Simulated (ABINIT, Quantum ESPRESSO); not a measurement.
## Cost and result for the electronic dielectric constant of GaP

The structure is cubic, space group F-43m (No. 216). Conventional cell: a = 5.451 Å, b = 5.451 Å, c = 5.451 Å, α = 90.00°, β = 90.00°, γ = 90.00°. Ga (site symmetry -43m) is surrounded by 4 P at 2.36 Å. P (site symmetry -43m) has 4 Ga at 2.36 Å as nearest neighbours.

```csv
rung,level,program and potentials,cutoff (eV),k mesh,smearing,task,spin,core time,chip,electronic dielectric constant,notes
GGA,PBE,"Quantum ESPRESSO, PseudoDojo 0.4.1 SR PBE standard",1088,"6 × 6 × 6, shifted",fixed,phonons,off,14 min,Arm Neoverse V1,10.78,cell relaxed first (20.88 Å³/atom)
GGA,PBEsol,"Quantum ESPRESSO, PseudoDojo 0.4 FR PBEsol standard",1088,"6 × 6 × 6, shifted",fixed,dielectric tensor,"SOC, no magnetisation",18 min,Arm Neoverse V2,10.83,-
GGA,PBE,"Quantum ESPRESSO, PseudoDojo 0.4 FR PBE standard",1088,"6 × 6 × 6, shifted",fixed,dielectric tensor,"SOC, no magnetisation",18 min,Arm Neoverse V2,10.51,-
non-local van der Waals functional,vdW-DF-cx,"Quantum ESPRESSO, PseudoDojo 0.4.1 SR PBE standard",1088,"6 × 6 × 6, shifted",fixed,phonons,off,20 min,Arm Neoverse V1,10.85,potentials made for PBE; cell relaxed first (20.30 Å³/atom)
GGA,PBE,"Quantum ESPRESSO, PseudoDojo 0.4.1 SR PBE standard",1088,"4 × 4 × 4, shifted",fixed,phonons and Raman activities,off,49 min,Arm Neoverse V1,11.39,coarse mesh; cell relaxed first (20.87 Å³/atom)
GGA,PBE,"ABINIT, PseudoDojo NC FR PBE v0.4 standard",980,"4 × 4 × 4, 4 shifts",fixed,phonon dispersion,"SOC, no magnetisation",2.9 h,Intel Xeon Platinum 8559C Emerald Rapids,11.07,-
```

Times are single runs on shared hosts and different chips, so they are rough; meshes, cutoffs and the tasks' sizes weigh on the time. Smearing widths are in eV. The cell comes from a database and isn't always the measured one. Meshes differ between rows, which moves values too. All levels ran on this one cell, unrelaxed unless noted. Meshes are those of the run's cell of 2 atoms unless a note names another. Runs on faulty files, with rough fits or with known faults for this quantity aren't shown.

By rung: GGA in relaxed cells 10.78; GGA 10.51 to 11.07; non-local van der Waals functional in relaxed cells 10.85; GGA in relaxed cells on coarse meshes 11.39.
